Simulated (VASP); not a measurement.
# From VASP inputs to Ansatz: CdSe (wurtzite)

INCAR

```
LASPH = .TRUE.
NELM = 120
ISIF = 2
EDIFF = 1E-7
LWAVE = .FALSE.
ENCUT = 520
LCHARG = .FALSE.
LREAL = .FALSE.
GGA = CA
NSW = 0
NBANDS = 26
SIGMA = 0.01
ISMEAR = 0
PREC = Accurate
IBRION = -1
```

KPOINTS

```
KPOINTS created by Atomic Simulation Environment
0
Gamma
12 12 4
0 0 0
```

KPOINTS_OPT

```
special points
6
Reciprocal
0.0000000000 0.0000000000 0.0000000000 1
0.5000000000 0.0000000000 0.0000000000 1
0.3333333333 0.3333333333 0.0000000000 1
0.0000000000 0.0000000000 0.5000000000 1
0.5000000000 0.0000000000 0.5000000000 1
0.3333333333 0.3333333333 0.5000000000 1
```

POSCAR

```
Cd Se
 1.0000000000000000
     4.3407236659636759    0.0000000000000000    0.0000000000000000
    -2.1703618329818379    3.7591769655328608   -0.0000000000000000
     0.0000000000000000    0.0000000000000000    7.0766459801944537
 Cd  Se
   2   2
Cartesian
 -0.0000000000000000  2.5061179770219075 -0.0033685105816551
  2.1703618329818379  1.2530589885109538  3.5349544795155721
 -0.0000000000000000  2.5061179770219075  2.6571107531545759
  2.1703618329818379  1.2530589885109538  6.1954337432518027
```

VASP ran with the recommended LDA PAW datasets (36 valence electrons in the cell).

Task: Translate these files to an Ansatz input.

Result: 

```yaml
crystal:
  lattice:
    - [4.340723666, 0.0, 0.0]
    - [-2.170361833, 3.7591769655, 0.0]
    - [0.0, 0.0, 7.0766459802]
  atoms:
    - { symbol: Cd, position: [0.3333333333, 0.6666666667, -0.0004760038] }
    - { symbol: Cd, position: [0.6666666667, 0.3333333333, 0.4995239962] }
    - { symbol: Se, position: [0.3333333333, 0.6666666667, 0.3754760038] }
    - { symbol: Se, position: [0.6666666667, 0.3333333333, 0.8754760038] }
kpoints:
  mp_grid: { grid: [12, 12, 4] }
  band_path:
    path:
      - [0.0, 0.0, 0.0]
      - [0.5, 0.0, 0.0]
      - [0.3333333333, 0.3333333333, 0.0]
      - [0.0, 0.0, 0.5]
      - [0.5, 0.0, 0.5]
      - [0.3333333333, 0.3333333333, 0.5]
    npoints: 1
hamiltonian:
  xc: lda
scf:
  occupations: { method: fixed }
  n_extra_bands: 5
output:
  forces: true
  stress: true
  eigenvalues: true
```

Other inputs would serve too.

```json
{"": "gap between bands v and c", "VASP": "0.36 eV", "Ansatz": "0.33 eV"}
{"": "least direct gap", "VASP": "0.36 eV", "Ansatz": "0.33 eV"}
{"": "pressure", "VASP": "-2.7 GPa", "Ansatz": "-3.1 GPa"}
```

Datasets and cutoffs are each program's own. VASP's cell holds 36 valence electrons and Ansatz's 72. LDA means the Perdew–Zunger form with relativistic exchange in VASP and the Perdew–Wang form in Ansatz. Ansatz's stress includes a Pulay correction; VASP's doesn't.
